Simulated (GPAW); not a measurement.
Wanted: an ASE script for a GPAW 26.7.0 run.

```yaml
Task: relaxation of cell and atoms
Functional: PBEsol
Dispersion: D3(BJ)
Potentials_or_basis: PAW data sets generated in the run's folder for this functional
Cutoff: 600 eV
Basis: pw
k_mesh: 5 × 5 × 6
Occupations: fermi-dirac, width 0.05 eV
Spin: no spin polarisation
Maxiter: 150
Optimizer: BFGS
Fmax: 0.02 eV/Å
Max_steps: 60
Convergence: density=1e-05 forces=0.0001
```

Hf:

```xyz
3
Lattice="4.9623 0.0000 0.0000 -2.4812 4.2975 0.0000 0.0000 0.0000 3.0862" Properties=species:S:1:pos:R:3 pbc="T T T"
Hf    0.0000    0.0000    0.0000
Hf    0.0000    2.8650    1.5431
Hf    2.4812    1.4325    1.5431
```

This isn't the form of Hf at room conditions, which is hcp.

One way to write it, as run:

run.py

```python
from ase import Atoms
from ase.calculators.mixing import SumCalculator
from ase.filters import FrechetCellFilter
from ase.io import write
from ase.optimize import BFGS
from dftd3.ase import DFTD3
from gpaw import GPAW, PW, setup_paths

setup_paths.insert(0, '.')

atoms = Atoms(['Hf', 'Hf', 'Hf'],
              cell=[[4.962329544, 0.0, 0.0],
                    [-2.481164772, 4.297503447, 0.0],
                    [0.0, 0.0, 3.08623225]],
              scaled_positions=[[0.0, 0.0, 0.0],
                                [0.3333333333, 0.6666666667, 0.5],
                                [0.6666666667, 0.3333333333, 0.5]],
              pbc=True)

calc = GPAW(mode=PW(600),
            xc='PBEsol',
            kpts={'size': (5, 5, 6), 'gamma': True},
            occupations={'name': 'fermi-dirac', 'width': 0.05},
            nbands=34,
            convergence={'density': 1e-05, 'forces': 0.0001},
            maxiter=150,
            txt='gpaw.txt')
atoms.calc = SumCalculator([calc, DFTD3(method='pbesol', damping='d3bj')])
opt = BFGS(FrechetCellFilter(atoms), trajectory='relax.traj', logfile='-')
done = opt.run(fmax=0.02, steps=60)
calc.write('gs.gpw')
write('result.traj', atoms)
print('Converged:', done)
print('Cell:', atoms.cell.cellpar().round(4))
print('Volume:', round(atoms.get_volume(), 4))
print(atoms.get_scaled_positions().round(5))
```

Potentials or basis: PAW data sets generated in the run's folder for this functional, pw.

Command:

```bash
$ gpaw-setup -f PBEsol Hf
$ OMP_NUM_THREADS=1 python run.py
```

Results of the run:

```yaml
Relaxed_volume: 20.73 Å³/atom
Relaxed_cell: a = 4.868 Å, b = 4.868 Å, c = 3.030 Å, α = 90.00°, β = 90.00°, γ = 120.00°
Space_group_after_relaxing_to_0.05_Å: P6/mmm (No. 191)
Energy_gained_by_relaxing: 24.9 meV/atom
Ionic_steps: 5
Pressure_after_relaxing: 0.0 GPa
Band_gap_on_the_k_mesh: none (metal or under the smearing width)
Dispersion_energy_per_atom: -0.553 eV
```

Caveat: later steps reuse the first step's grids; pairwise dispersion overbinds metals, which lowers pressure and volume.

It took 2.3 min on 1 thread of Arm Neoverse V1 (shared host), peak memory 0.25 GiB.
